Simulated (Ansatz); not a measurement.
# Be: rattling a relaxed structure

The cell was found from a structure generator's guess, not taken from experiment.

Method: DFT PBE, scalar-relativistic, plane waves, PAW (Ansatz). Settings: cutoff 420 eV, Γ-centred mesh 12×12×12 on the computed 6-atom cell, Gaussian smearing of 0.10 eV; no spin polarisation.

The cell below (6 atoms, space group Fd-3m (No. 227)) is relaxed within its symmetry.

```
Be
1.0
     0.00000    2.90319    2.90319
     2.90319    0.00000    2.90319
     2.90319    2.90319    0.00000
Be
6
Direct
  0.50000 0.50000 0.50000
  0.75000 0.75000 0.75000
  0.12500 0.12500 0.12500
  0.12500 0.12500 0.62500
  0.12500 0.62500 0.12500
  0.62500 0.12500 0.12500
```

For the test a repeat of it with 12 atoms (edges 4.11, 4.11, 7.11 Å) was strained at random (σ = 1.5 % a component), the atoms were moved at random (σ = 0.10 Å), and all was relaxed again on a coarse 6×6×6 mesh (in the run’s order of axes) with 0.20 eV smearing, with no symmetry imposed.

Question: Is the structure stable against such a distortion?

Answer: It returns, within 1 meV/atom of the unmoved cell on that mesh and with the same symmetry when read at 0.1 Å (R-3m at 0.01 Å, so small strains and shifts remain). So it is stable against the distortions that fit this cell and that this random move excites. Modes that don't fit the cell aren't tested.
